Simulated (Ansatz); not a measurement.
**TlCl, one cell by several methods**

```xyz
2
Lattice="3.8340 0.0000 0.0000 0.0000 3.8340 0.0000 0.0000 0.0000 3.8340" Properties=species:S:1:pos:R:3 pbc="T T T"
Tl    0.0000    0.0000    0.0000
Cl    1.9170    1.9170    1.9170
```

Atoms are numbered in the order listed.

The cell is COD entry 9008794, as deposited and not checked against the literature; nothing was relaxed. It is an old determination, and later ones may differ.

Spin–orbit coupling is left out, though it moves levels of the heavy atoms by tenths of an eV or more.

Methods: DFT, PBE, PAW with Ansatz's default frozen-core files, scalar-relativistic (Ansatz 0.2.0); DFT, PBE, all-electron PAW with datasets made for the crystal, scalar-relativistic (Ansatz 0.2.0); DFT, PBE, all-electron LAPW, scalar-relativistic (Ansatz 0.2.0).

For PAW: a Γ-centred 8×8×8 k mesh, Fermi–Dirac smearing of 0.02 eV, cutoff 420 eV, no spin polarisation. The crystal-made all-electron datasets (AE datasets) take a cutoff of 240 eV at this cell. LAPW targets a basis error of 1 meV/atom. The Ansatz runs share mesh, smearing and spin set-up. Plane-wave (PAW) pressures include the program's estimate of the Pulay term.

Stress and pressure are positive in compression.

Levels count from the top of the valence band.

```tsv
quantity	PAW	AE datasets	LAPW
pressure (GPa)	1.29	1.29	1.29
band gap (eV)	2.075	2.075	2.075
highest filled level at X (eV)	0.000	0.000	0.000
lowest empty level at X (eV)	2.075	2.075	2.075
highest filled level at Γ (eV)	-1.534	-1.534	-1.534
lowest empty level at Γ (eV)	7.789	7.789	7.789
highest filled level at R (eV)	-2.024	-2.024	-2.024
lowest empty level at R (eV)	2.533	2.533	2.533
```
